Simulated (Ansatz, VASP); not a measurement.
## As in VASP and in Ansatz

```xyz
1
Lattice="2.7037 0.0000 0.0000 0.0000 2.7037 0.0000 0.0000 0.0000 2.7037" Properties=species:S:1:pos:R:3 pbc="T T T"
As    1.3518    1.3518    1.3518
```

This isn't the form of As at room conditions, which is rhombohedral.

Alike in both runs: task single point; functional PBE; k mesh 10 × 10 × 10; occupations gaussian, width 0.016 eV; no spin polarisation.

```csv
,VASP,Ansatz
version,VASP 6.6.1,Ansatz 0.2.0
potentials or method,"VASP PAW PBE potentials, release 64 (As)",Ansatz PAW
plane-wave cutoff (eV),520,420
valence electrons in the cell,5,15
```

Ansatz gave:

| Item | Value |
| --- | --- |
| gap on the k mesh at the Fermi level (eV) | none |
| pressure (GPa) | 2.3 |

Q: What did VASP give for the same quantities?

A: gap on the k mesh at the Fermi level (eV): none; pressure (GPa): 2.5.

A gap of «none» marks a metal or a gap that the smearing closes. With one functional, cell and mesh, what is left measures potentials, basis and numerics. The two sets of potentials don't hold the same shells in valence.
